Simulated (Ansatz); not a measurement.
# How far is PAW off for SrO?

```
Sr O
1.0
     0.00000    2.56980    2.56980
     2.56980    0.00000    2.56980
     2.56980    2.56980    0.00000
Sr O
1 1
Direct
  0.00000 0.00000 0.00000
  0.50000 0.50000 0.50000
```

Atoms are numbered in the order listed.

The cell is COD entry 1100027, as deposited and not checked against the literature; nothing was relaxed. It is an old determination, and later ones may differ.

Levels of theory: DFT, PBEsol, PAW with Ansatz's default frozen-core files, scalar-relativistic (Ansatz 0.2.0); DFT, PBEsol, all-electron PAW with datasets made for the crystal, scalar-relativistic (Ansatz 0.2.0); DFT, PBEsol, all-electron LAPW, scalar-relativistic (Ansatz 0.2.0).

For PAW: a Γ-centred 8×8×8 k mesh, Fermi–Dirac smearing of 0.03 eV, cutoff 420 eV, no spin polarisation; the PAW files were made with PBE, and the program remakes their frozen cores for this functional. The crystal-made all-electron datasets (AE datasets) take a cutoff of 300 eV at this cell. LAPW targets a basis error of 0.5 meV/atom. The Ansatz runs share mesh, smearing and spin set-up. Plane-wave (PAW) pressures include the program's estimate of the Pulay term.

Stress and pressure are positive in compression.

Levels count from the top of the valence band.

| quantity | PAW | AE datasets | LAPW |
| --- | --- | --- | --- |
| pressure (GPa) | -0.92 | -0.92 | -0.92 |
| band gap (eV) | 3.202 | 3.201 | 3.201 |
| highest filled level at W (eV) | -0.421 | -0.420 | -0.420 |
| lowest empty level at W (eV) | 5.966 | 5.966 | 5.966 |
| highest filled level at L (eV) | -1.128 | -1.128 | -1.128 |
| lowest empty level at L (eV) | 6.531 | 6.533 | 6.532 |
| highest filled level at Γ (eV) | 0.000 | 0.000 | 0.000 |
| lowest empty level at Γ (eV) | 3.859 | 3.861 | 3.860 |

PAW's pressure differs from the LAPW value by about 0.01 GPa or less. Datasets made for the crystal and LAPW share parts of one code, so their agreement isn't an independent check.
